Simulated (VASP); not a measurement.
Set up this calculation in VASP 6.6.1, as the native input.

| Quantity | Value |
| --- | --- |
| Task | relaxation of cell and atoms |
| Functional | PBE |
| Potentials or basis | VASP PAW PBE potentials, release 64 (Li_sv) |
| Cutoff | 600 eV |
| k mesh | 10 × 10 × 10 |
| Occupations | methfessel-paxton, width 0.1 eV |
| Spin | no spin polarisation |
| Further INCAR settings | ALGO = Normal; EDIFF = 1e-06; IBRION = 2; EDIFFG = -0.02; NSW = 60; ISIF = 3 |

The structure of Li lies in POSCAR:

```
Li
1.0
    2.7322700000      0.0000000000      0.0000000000
    0.0000000000      2.7322700000      0.0000000000
    0.0000000000      0.0000000000      2.7322700000
Li
1
Direct
    0.5000000000      0.5000000000      0.5000000000
```

The cell was built by a generator and needn't be a form met in nature.

One way to write it, as run:

INCAR

```
SYSTEM = Li
ALGO = Normal ; EDIFF = 1E-6
EDIFFG = -0.02 ; ENCUT = 600
GGA = PE ; IBRION = 2
ISIF = 3 ; ISMEAR = 1
LASPH = .TRUE. ; LCHARG = .FALSE.
LREAL = .FALSE. ; LWAVE = .FALSE.
NELM = 60 ; NSW = 60
PREC = Accurate ; SIGMA = 0.1
```

KPOINTS

```
k-points
0
G
  10 10 10
  0 0 0
```

Potentials or basis: VASP PAW PBE potentials, release 64 (Li_sv).

Run with:

```sh
$ cat potpaw_PBE.64/Li_sv/POTCAR > POTCAR
$ mpirun -np 1 vasp_std > vasp.out
```

Results of the run:

* Pressure after relaxing: -0.1 GPa
* Band gap on the k mesh: none (metal or under the smearing width)

Caveat: the cutoff is under 1.25 times the usual one of these potentials, so pressure, stress and relaxed cells hold a basis-set (Pulay) error; the relaxation stopped at its first step, so nothing moved.

Run time: 3.1 s on 1 thread of Intel(R) Xeon(R) Platinum 8488C (Sapphire Rapids), on a shared host, peak memory 0.13 GiB.
